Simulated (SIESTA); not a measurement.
Input of a SIESTA 5.4.2 run:

HfC.fdf

```
SystemName                      HfC
SystemLabel                     HfC
NumberOfSpecies                 2
NumberOfAtoms                   2
%block ChemicalSpeciesLabel
  1  72 Hf
  2   6 C
%endblock ChemicalSpeciesLabel

LatticeConstant                 1.0 Ang
%block LatticeVectors
     0.0000000000     2.3250000000     2.3250000000
     2.3250000000     0.0000000000     2.3250000000
     2.3250000000     2.3250000000     0.0000000000
%endblock LatticeVectors
AtomicCoordinatesFormat         Fractional
%block AtomicCoordinatesAndAtomicSpecies
     0.5000000000     0.5000000000     0.5000000000  1  Hf
     0.0000000000     0.0000000000     0.0000000000  2  C
%endblock AtomicCoordinatesAndAtomicSpecies

%block kgrid.MonkhorstPack
   10   0   0  0.0
    0  10   0  0.0
    0   0  10  0.0
%endblock kgrid.MonkhorstPack
XC.Functional                   GGA
XC.Authors                      PBEsol
PAO.BasisSize                   DZP
PAO.EnergyShift                 0.003 Ry
Mesh.Cutoff                     800 Ry
OccupationFunction              FD
ElectronicTemperature           0.05 eV
MaxSCFIterations                120
SCF.MustConverge                false
SCF.Mixer.Method                Pulay
SCF.Mixer.Weight                0.25
SCF.Mixer.History               8
SCF.DM.Tolerance                5.0e-05
SCF.H.Tolerance                 1.0e-03 eV
WriteForces                     true
Charge.Mulliken                 end
BandLinesScale                  ReciprocalLatticeVectors
%block BandLines
    1    0.000000   0.000000   0.000000  \Gamma
   12    0.500000   0.000000   0.500000  X
    6    0.500000   0.250000   0.750000  W
    4    0.375000   0.375000   0.750000  K
   13    0.000000   0.000000   0.000000  \Gamma
   11    0.500000   0.500000   0.500000  L
    8    0.625000   0.250000   0.625000  U
    4    0.500000   0.250000   0.750000  W
    9    0.500000   0.500000   0.500000  L
    8    0.375000   0.375000   0.750000  K
    1    0.625000   0.250000   0.625000  U
    4    0.500000   0.000000   0.500000  X
%endblock BandLines
%block PAO.Basis
  Hf 5
  n=5 0 2
    3.241 0.000
  n=6 0 2
    8.114 0.000
  n=5 1 2
    3.929 0.000
  n=6 1 1
    8.114
  n=5 2 2
    7.842 0.000
%endblock PAO.Basis
```

Potentials or basis: PseudoDojo 0.4 standard (PBEsol files), DZP (energy shift 0.003 Ry; two zetas on semicore shells).

Command:

```bash
$ siesta < HfC.fdf > HfC.out 2>&1
```

Problem. Predict the band gap on the k mesh.

Solution. None (metal or under the smearing width).

Problem. Predict the pressure.

Solution. -3.6 GPa.

Levels at the corners of the path, in eV from the Fermi level:
| point | band 4 | band 5 | band 6 | band 7 | band 8 | band 9 | band 10 | band 11 | band 12 | band 13 |
| --- | --- | --- | --- | --- | --- | --- | --- | --- | --- | --- |
| Γ | -29.65 | -12.42 | 1.16 | 1.16 | 1.16 | 1.17 | 1.17 | 1.17 | 3.18 | 3.18 |
| X | -29.88 | -10.52 | -2.77 | -2.01 | -0.06 | -0.06 | 5.12 | 6.56 | 6.56 | 8.76 |
| W | -29.90 | -9.76 | -3.14 | -2.89 | -2.89 | 3.75 | 3.75 | 6.57 | 6.89 | 8.20 |
| K | -29.83 | -9.84 | -3.69 | -2.91 | -1.77 | 1.53 | 5.70 | 6.13 | 8.11 | 8.25 |
| Γ | -29.65 | -12.42 | 1.16 | 1.16 | 1.16 | 1.17 | 1.17 | 1.17 | 3.18 | 3.18 |
| L | -29.72 | -8.58 | -6.36 | -3.17 | -3.17 | 5.13 | 5.13 | 5.74 | 7.05 | 11.30 |
| U | -29.83 | -9.84 | -3.69 | -2.91 | -1.77 | 1.53 | 5.70 | 6.13 | 8.11 | 8.25 |
| W | -29.90 | -9.76 | -3.14 | -2.89 | -2.89 | 3.75 | 3.75 | 6.57 | 6.89 | 8.20 |
| L | -29.72 | -8.58 | -6.36 | -3.17 | -3.17 | 5.13 | 5.13 | 5.74 | 7.05 | 11.30 |
| K | -29.83 | -9.84 | -3.69 | -2.91 | -1.77 | 1.53 | 5.70 | 6.13 | 8.11 | 8.25 |
| U | -29.83 | -9.84 | -3.69 | -2.91 | -1.77 | 1.53 | 5.70 | 6.13 | 8.11 | 8.25 |
| X | -29.88 | -10.52 | -2.77 | -2.01 | -0.06 | -0.06 | 5.12 | 6.56 | 6.56 | 8.76 |

Caveat: short orbitals over semicore shells can move pressures by several GPa; spin-orbit coupling is left out, which moves the levels of the heavy elements; the basis of atomic orbitals isn't converged, which shifts pressures, moduli and gaps.
